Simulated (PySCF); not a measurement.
Static polarisabilities and like-pair C6 coefficients by linear response at PBE0/def2-SVPD (PySCF, frozen core in the response, non-relativistic, gas phase), PBE0-D3(BJ)/def2-SVP geometries, one conformer each; atomic units unless stated.

| label | species | α | C6 |
| --- | --- | --- | --- |
| P | `C(O/C=C\OC(C)=O)=C` | 94.5 | 3317 |
| Q | `C=CO/C=C\C(=O)OC` | 94.5 | 3294 |
| R | `C1COCCN1` | 60.0 | 1648 |
| S | `Cc1nn2ccccc2p1` | 124.7 | 5211 |
| T | `O=CO[C@@H]1CCCC1=O` | 77.6 | 2762 |

Q: Estimate the unlike-pair coefficients by the rule C6(AB) = 2·C6(AA)·C6(BB) / [C6(AA)·αB/αA + C6(BB)·αA/αB], and compare with the geometric mean, for PQ, PR, PT, QR, QS, QT, RS and RT.

A: 
| pair | combination rule | geometric mean | ratio |
| --- | --- | --- | --- |
| PQ | 3305 | 3305 | 1.000 |
| PR | 2326 | 2338 | 0.995 |
| PT | 3010 | 3027 | 0.994 |
| QR | 2317 | 2330 | 0.994 |
| QS | 4138 | 4143 | 0.999 |
| QT | 2999 | 3016 | 0.994 |
| RS | 2896 | 2931 | 0.988 |
| RT | 2134 | 2134 | 1.000 |

The rule is exact for one-pole polarisabilities and never exceeds the geometric mean; the two meet where both partners have the same effective excitation energy. These unlike-pair values are estimates, not computed integrals.
